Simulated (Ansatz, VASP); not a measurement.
**Si: VASP beside Ansatz**

```
CELL_PARAMETERS angstrom
-1.53395 1.53395 1.53395
1.53395 -1.53395 1.53395
1.53395 1.53395 -1.53395
ATOMIC_POSITIONS crystal
Si 0.00000 0.00000 0.00000
```

Alike in both runs: functional PBEsol; k mesh 17 × 17 × 17; occupations fermi-dirac, width 0.08 eV; no spin polarisation.

Ansatz relaxed the structure, and its values are those at the end. VASP's run is a single point on that final structure, the one shown.

|  | VASP | Ansatz |
| --- | --- | --- |
| version | VASP 6.6.1 | Ansatz 0.2.0 |
| potentials or method | VASP PAW PBE potentials, release 64 (Si) | PAW with Ansatz's default frozen-core files, scalar-relativistic |
| plane-wave cutoff (eV) | 520 | 420 |
| valence electrons in the cell | 4 | 4 |

Ansatz gave:

```
pressure (GPa) : -1.2
```

Q: Estimate VASP's values.

A: Pressure (GPa): -1.0.

With one functional, cell and mesh, what is left measures potentials, basis and numerics.

Caveats: the PAW data sets were made with another functional, which shifts forces and pressure a little (VASP).
